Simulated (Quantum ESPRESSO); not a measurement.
# GaSb (F-43m) in Quantum ESPRESSO: further runs

The runs below take GaSb through band structure, single point, equation of state, with r2SCAN.

All numbers are computed with Quantum ESPRESSO 7.5; they aren't measurements. Logs are shortened: lines on timing, memory, paths and dates and some standing lists are left out, and cuts for length are marked.

**What was measured.**

From a printed reference work, data compilation, for a bulk crystal of GaSb at 4.2 K: band gap 0.811 eV (direct).

The results are compared with them further down.

## Step 1: Starting point

It takes space group F-43m (No. 216, cubic). The conventional cell has a = 6.118 Å, b = 6.118 Å, c = 6.118 Å, α = 90.00°, β = 90.00°, γ = 90.00°. Sb (site symmetry -43m) has 4 Ga at 2.65 Å as nearest neighbours. Around Ga (site symmetry -43m) lie 4 Sb at 2.65 Å.

## Step 2: Band structure, r2SCAN

Input file pw.in:

```
&CONTROL
  calculation = 'scf'
  prefix = 'pwscf'
  outdir = './tmp'
  pseudo_dir = './pseudo'
  tprnfor = .true.
  tstress = .true.
  disk_io = 'low'
/
&SYSTEM
  ibrav = 0
  nat = 2
  ntyp = 2
  ecutwfc = 88
  nbnd = 21
  input_dft = 'r2scan'
  occupations = 'smearing'
  smearing = 'fd'
  degauss = 0.00367493
  nosym = .true.
/
&ELECTRONS
  conv_thr = 1d-08
  electron_maxstep = 120
  mixing_beta = 0.5
/
ATOMIC_SPECIES
Sb   121.7600 Sb_ONCV_PBE-1.2.upf
Ga    69.7230 Ga_ONCV_PBE-1.2.upf
CELL_PARAMETERS angstrom
   0.0000000000    3.0590000000    3.0590000000
   3.0590000000    0.0000000000    3.0590000000
   3.0590000000    3.0590000000    0.0000000000
ATOMIC_POSITIONS crystal
Sb     0.7500000000    0.7500000000    0.7500000000
Ga     0.0000000000    0.0000000000    0.0000000000
K_POINTS automatic
6 6 6 0 0 0
```

Input file bands.in:

```
&CONTROL
  calculation = 'bands'
  prefix = 'pwscf'
  outdir = './tmp'
  pseudo_dir = './pseudo'
  disk_io = 'low'
  verbosity = 'high'
/
&SYSTEM
  ibrav = 0
  nat = 2
  ntyp = 2
  ecutwfc = 88
  nbnd = 21
  input_dft = 'r2scan'
  occupations = 'smearing'
  smearing = 'fd'
  degauss = 0.00367493
  nosym = .true.
/
&ELECTRONS
  conv_thr = 1d-08
  electron_maxstep = 120
  mixing_beta = 0.5
  diago_full_acc = .true.
  startingwfc = 'random'
/
ATOMIC_SPECIES
Sb   121.7600 Sb_ONCV_PBE-1.2.upf
Ga    69.7230 Ga_ONCV_PBE-1.2.upf
CELL_PARAMETERS angstrom
   0.0000000000    3.0590000000    3.0590000000
   3.0590000000    0.0000000000    3.0590000000
   3.0590000000    3.0590000000    0.0000000000
ATOMIC_POSITIONS crystal
Sb     0.7500000000    0.7500000000    0.7500000000
Ga     0.0000000000    0.0000000000    0.0000000000
K_POINTS crystal
60
 0.0000000000  0.0000000000  0.0000000000 1
 0.0625000000  0.0000000000  0.0625000000 1
 0.1250000000  0.0000000000  0.1250000000 1
 0.1875000000  0.0000000000  0.1875000000 1
 0.2500000000  0.0000000000  0.2500000000 1
 0.3125000000  0.0000000000  0.3125000000 1
 0.3750000000  0.0000000000  0.3750000000 1
 0.4375000000  0.0000000000  0.4375000000 1
 0.5000000000  0.0000000000  0.5000000000 1
 0.5000000000  0.0625000000  0.5625000000 1
 0.5000000000  0.1250000000  0.6250000000 1
 0.5000000000  0.1875000000  0.6875000000 1
 0.5000000000  0.2500000000  0.7500000000 1
 0.4375000000  0.3125000000  0.7500000000 1
 0.3750000000  0.3750000000  0.7500000000 1
 0.3375000000  0.3375000000  0.6750000000 1
 0.3000000000  0.3000000000  0.6000000000 1
 0.2625000000  0.2625000000  0.5250000000 1
 0.2250000000  0.2250000000  0.4500000000 1
 0.1875000000  0.1875000000  0.3750000000 1
 0.1500000000  0.1500000000  0.3000000000 1
 0.1125000000  0.1125000000  0.2250000000 1
 0.0750000000  0.0750000000  0.1500000000 1
 0.0375000000  0.0375000000  0.0750000000 1
 0.0000000000  0.0000000000  0.0000000000 1
 0.0625000000  0.0625000000  0.0625000000 1
 0.1250000000  0.1250000000  0.1250000000 1
 0.1875000000  0.1875000000  0.1875000000 1
 0.2500000000  0.2500000000  0.2500000000 1
 0.3125000000  0.3125000000  0.3125000000 1
 0.3750000000  0.3750000000  0.3750000000 1
 0.4375000000  0.4375000000  0.4375000000 1
 0.5000000000  0.5000000000  0.5000000000 1
 0.5250000000  0.4500000000  0.5250000000 1
 0.5500000000  0.4000000000  0.5500000000 1
 0.5750000000  0.3500000000  0.5750000000 1
 0.6000000000  0.3000000000  0.6000000000 1
 0.6250000000  0.2500000000  0.6250000000 1
 0.5833333333  0.2500000000  0.6666666667 1
 0.5416666667  0.2500000000  0.7083333333 1
 0.5000000000  0.2500000000  0.7500000000 1
 0.5000000000  0.2857142857  0.7142857143 1
 0.5000000000  0.3214285714  0.6785714286 1
 0.5000000000  0.3571428571  0.6428571429 1
 0.5000000000  0.3928571429  0.6071428571 1
 0.5000000000  0.4285714286  0.5714285714 1
 0.5000000000  0.4642857143  0.5357142857 1
 0.5000000000  0.5000000000  0.5000000000 1
 0.4821428571  0.4821428571  0.5357142857 1
 0.4642857143  0.4642857143  0.5714285714 1
 0.4464285714  0.4464285714  0.6071428571 1
 0.4285714286  0.4285714286  0.6428571429 1
 0.4107142857  0.4107142857  0.6785714286 1
 0.3928571429  0.3928571429  0.7142857143 1
 0.3750000000  0.3750000000  0.7500000000 1
 0.6250000000  0.2500000000  0.6250000000 1
 0.5937500000  0.1875000000  0.5937500000 1
 0.5625000000  0.1250000000  0.5625000000 1
 0.5312500000  0.0625000000  0.5312500000 1
 0.5000000000  0.0000000000  0.5000000000 1
```

Potentials or basis: SG15 PBE 1.2.

Run with:

```
$ OMP_NUM_THREADS=1 mpirun -n 4 pw.x -nk 4 -in pw.in > pw.out
$ OMP_NUM_THREADS=1 mpirun -n 4 pw.x -nk 4 -in bands.in > bands.out
```

pw.out:

```text
This program is part of the open-source Quantum ESPRESSO suite
     for quantum simulation of materials; please cite
         "P. Giannozzi et al., J. Phys.:Condens. Matter 21 395502 (2009);
         "P. Giannozzi et al., J. Phys.:Condens. Matter 29 465901 (2017);
         "P. Giannozzi et al., J. Chem. Phys. 152 154105 (2020);
     in publications or presentations arising from this work. More details at

     IMPORTANT: XC functional enforced from input :
     Exchange-correlation= R2SCAN
                           (   0   0   0   0   0 497 498)
     Any further DFT definition will be discarded
     Please, verify this is what you really want

     K-points division:     npool     =       4
     Subspace diagonalization in iterative solution of the eigenvalue problem:
     a serial algorithm will be used

     G-vector sticks info
     --------------------
     sticks:   dense  smooth     PW     G-vecs:    dense   smooth      PW
     Sum        1627    1627    475                43143    43143    6855

     Using Slab Decomposition

     bravais-lattice index     =            0
     lattice parameter (alat)  =       8.1751  a.u.
     unit-cell volume          =     386.3359 (a.u.)^3
     number of atoms/cell      =            2
     number of atomic types    =            2
     number of electrons       =        28.00
     number of Kohn-Sham states=           21
     kinetic-energy cutoff     =      88.0000  Ry
     charge density cutoff     =     352.0000  Ry
     scf convergence threshold =      1.0E-08
     mixing beta               =       0.5000
     number of iterations used =            8  plain     mixing
     Exchange-correlation= R2SCAN
                           (   0   0   0   0   0 497 498)

     celldm(1)=   8.175105  celldm(2)=   0.000000  celldm(3)=   0.000000
     celldm(4)=   0.000000  celldm(5)=   0.000000  celldm(6)=   0.000000

     crystal axes: (cart. coord. in units of alat)
               a(1) = (   0.000000   0.707107   0.707107 )
               a(2) = (   0.707107   0.000000   0.707107 )
               a(3) = (   0.707107   0.707107   0.000000 )

     reciprocal axes: (cart. coord. in units 2 pi/alat)
               b(1) = ( -0.707107  0.707107  0.707107 )
               b(2) = (  0.707107 -0.707107  0.707107 )
               b(3) = (  0.707107  0.707107 -0.707107 )

     PseudoPot. # 1 for Sb read from file:
     Sb_ONCV_PBE-1.2.upf
     Pseudo is Norm-conserving, Zval = 15.0
     Generated using ONCVPSP code by D. R. Hamann
     Using radial grid of  602 points,  6 beta functions with:
                l(1) =   0
                l(2) =   0
                l(3) =   1
                l(4) =   1
                l(5) =   2
                l(6) =   2

     PseudoPot. # 2 for Ga read from file:
     Ga_ONCV_PBE-1.2.upf
     Pseudo is Norm-conserving, Zval = 13.0
     Generated using ONCVPSP code by D. R. Hamann
     Using radial grid of  602 points,  6 beta functions with:
                l(1) =   0
                l(2) =   0
                l(3) =   1
                l(4) =   1
                l(5) =   2
                l(6) =   2

     atomic species   valence    mass     pseudopotential
     Sb               15.00   121.76000     Sb( 1.00)
     Ga               13.00    69.72300     Ga( 1.00)

     No symmetry found

   Cartesian axes

     site n.     atom                  positions (alat units)
         1        Sb     tau(   1) = (   1.0606602   1.0606602   1.0606602  )
         2        Ga     tau(   2) = (   0.0000000   0.0000000   0.0000000  )

     number of k points=   112  Fermi-Dirac smearing, width (Ry)=  0.0037

     Number of k-points >= 100: set verbosity='high' to print them.

     Dense  grid:    43143 G-vectors     FFT dimensions: (  50,  50,  50)

     WARNING: libxc functional with ID  497 depends
      on external parameters: check the user_guide of
      QE if you need to modify them or to check their
      default values.

     WARNING: libxc functional with ID  498 depends
      on external parameters: check the user_guide of
      QE if you need to modify them or to check their
      default values.

     Initial potential from superposition of free atoms

     starting charge      27.8643, renormalised to      28.0000
     Starting wfcs are random

     Self-consistent Calculation

     iteration #  1     ecut=    88.00 Ry     beta= 0.50
     Davidson diagonalization with overlap
     ethr =  1.00E-02,  avg # of iterations = 11.2

     total energy              =    -270.29621107 Ry
     estimated scf accuracy    <     189.56262146 Ry

     iteration #  2     ecut=    88.00 Ry     beta= 0.50
     Davidson diagonalization with overlap
     ethr =  1.00E-02,  avg # of iterations =  1.0

     negative rho (up,down):  4.140E-07 0.000E+00

     total energy              =    -270.50351831 Ry
     estimated scf accuracy    <      60.78246876 Ry

     iteration #  3     ecut=    88.00 Ry     beta= 0.50
     Davidson diagonalization with overlap
     ethr =  1.00E-02,  avg # of iterations =  1.0

     total energy              =    -270.51542254 Ry
     estimated scf accuracy    <       1.09098996 Ry

     iteration #  4     ecut=    88.00 Ry     beta= 0.50
     Davidson diagonalization with overlap
     ethr =  3.90E-03,  avg # of iterations =  1.0

     total energy              =    -270.51609889 Ry
     estimated scf accuracy    <       0.01062445 Ry

     iteration #  5     ecut=    88.00 Ry     beta= 0.50
     Davidson diagonalization with overlap
     ethr =  3.79E-05,  avg # of iterations =  4.4

     total energy              =    -270.51620056 Ry
     estimated scf accuracy    <       0.00221972 Ry

     iteration #  6     ecut=    88.00 Ry     beta= 0.50
     Davidson diagonalization with overlap
     ethr =  7.93E-06,  avg # of iterations =  3.0

     total energy              =    -270.51621470 Ry
     estimated scf accuracy    <       0.00034234 Ry

     iteration #  7     ecut=    88.00 Ry     beta= 0.50
     Davidson diagonalization with overlap
     ethr =  1.22E-06,  avg # of iterations =  2.5

     total energy              =    -270.51621815 Ry
     estimated scf accuracy    <       0.00013959 Ry

     iteration #  8     ecut=    88.00 Ry     beta= 0.50
     Davidson diagonalization with overlap
     ethr =  4.99E-07,  avg # of iterations =  1.0

     total energy              =    -270.51621828 Ry
     estimated scf accuracy    <       0.00003077 Ry

     iteration #  9     ecut=    88.00 Ry     beta= 0.50
     Davidson diagonalization with overlap
     ethr =  1.10E-07,  avg # of iterations =  1.0

     total energy              =    -270.51621835 Ry
     estimated scf accuracy    <       0.00000081 Ry

     iteration # 10     ecut=    88.00 Ry     beta= 0.50
     Davidson diagonalization with overlap
     ethr =  2.89E-09,  avg # of iterations =  1.0

     total energy              =    -270.51621836 Ry
     estimated scf accuracy    <       0.00000007 Ry

     iteration # 11     ecut=    88.00 Ry     beta= 0.50
     Davidson diagonalization with overlap
     ethr =  2.45E-10,  avg # of iterations =  1.1

     total energy              =    -270.51621836 Ry
     estimated scf accuracy    <       0.00000014 Ry

     iteration # 12     ecut=    88.00 Ry     beta= 0.50
     Davidson diagonalization with overlap
     ethr =  2.45E-10,  avg # of iterations =  1.0

     End of self-consistent calculation

     Number of k-points >= 100: set verbosity='high' to print the bands.

     the Fermi energy is     9.0058 ev

!    total energy              =    -270.51621836 Ry
     estimated scf accuracy    <          5.7E-09 Ry
     smearing contrib. (-TS)   =      -0.00007697 Ry
     internal energy E=F+TS    =    -270.51614138 Ry

     The total energy is F=E-TS. E is the sum of the following terms:
     one-electron contribution =    -138.37486122 Ry
     hartree contribution      =      83.25705945 Ry
     xc contribution           =     -32.09866385 Ry
     ewald contribution        =    -183.29967577 Ry

     convergence has been achieved in  12 iterations

     Forces acting on atoms (cartesian axes, Ry/au):

     atom    1 type  1   force =    -0.00000007    0.00000008   -0.00000000
     atom    2 type  2   force =     0.00000007   -0.00000008    0.00000000

     Total force =     0.000000     Total SCF correction =     0.000008
     SCF correction compared to forces is large: reduce conv_thr to get better values

     Computing stress (Cartesian axis) and pressure

          total   stress  (Ry/bohr**3)                   (kbar)     P=      -15.62
  -0.00010617  -0.00000000  -0.00000000          -15.62       -0.00       -0.00
  -0.00000000  -0.00010617   0.00000000           -0.00      -15.62        0.00
  -0.00000000   0.00000000  -0.00010617           -0.00        0.00      -15.62

=------------------------------------------------------------------------------=
   JOB DONE.
=------------------------------------------------------------------------------=
```

It took 5.9 min on 4 MPI ranks of Arm Neoverse V1, shared host; peak memory 0.64 GiB.

Results:

| Quantity | Value |
| --- | --- |
| Free energy | -3680.5607 eV |
| Pressure | -1.6 GPa |
| Band gap on the k mesh | none (metal or under the smearing width) |

Levels at the corners of the path, in eV from the Fermi level:
| point | band 11 | band 12 | band 13 | band 14 | band 15 | band 16 | band 17 | band 18 |
| --- | --- | --- | --- | --- | --- | --- | --- | --- |
| Γ | -12.07 | -0.06 | -0.05 | -0.05 | -0.05 | 3.10 | 3.10 | 3.10 |
| X | -9.56 | -7.11 | -2.70 | -2.70 | 1.21 | 1.57 | 9.20 | 9.20 |
| W | -9.52 | -6.98 | -3.45 | -3.22 | 3.93 | 4.74 | 4.76 | 5.32 |
| K | -9.63 | -6.93 | -3.71 | -2.30 | 1.71 | 4.23 | 7.04 | 7.32 |
| Γ | -12.07 | -0.06 | -0.05 | -0.05 | -0.05 | 3.10 | 3.10 | 3.10 |
| L | -10.39 | -6.63 | -1.25 | -1.25 | 0.52 | 4.19 | 4.19 | 7.08 |
| U | -9.63 | -6.93 | -3.71 | -2.30 | 1.71 | 4.23 | 7.04 | 7.32 |
| W | -9.52 | -6.98 | -3.45 | -3.22 | 3.93 | 4.74 | 4.76 | 5.32 |
| L | -10.39 | -6.63 | -1.25 | -1.25 | 0.52 | 4.19 | 4.19 | 7.08 |
| K | -9.63 | -6.93 | -3.71 | -2.30 | 1.71 | 4.23 | 7.04 | 7.32 |
| U | -9.63 | -6.93 | -3.71 | -2.30 | 1.71 | 4.23 | 7.04 | 7.32 |
| X | -9.56 | -7.11 | -2.70 | -2.70 | 1.21 | 1.57 | 9.20 | 9.20 |

Caveat: the k mesh is coarse; the potentials were made for another functional, which shifts forces and pressure; spin-orbit coupling is left out, which moves the levels of the heavy elements; this crystal is a semiconductor, whose small gap the functional closes, so the metal is an error of the method.

(Continued in part 2 of 2.)
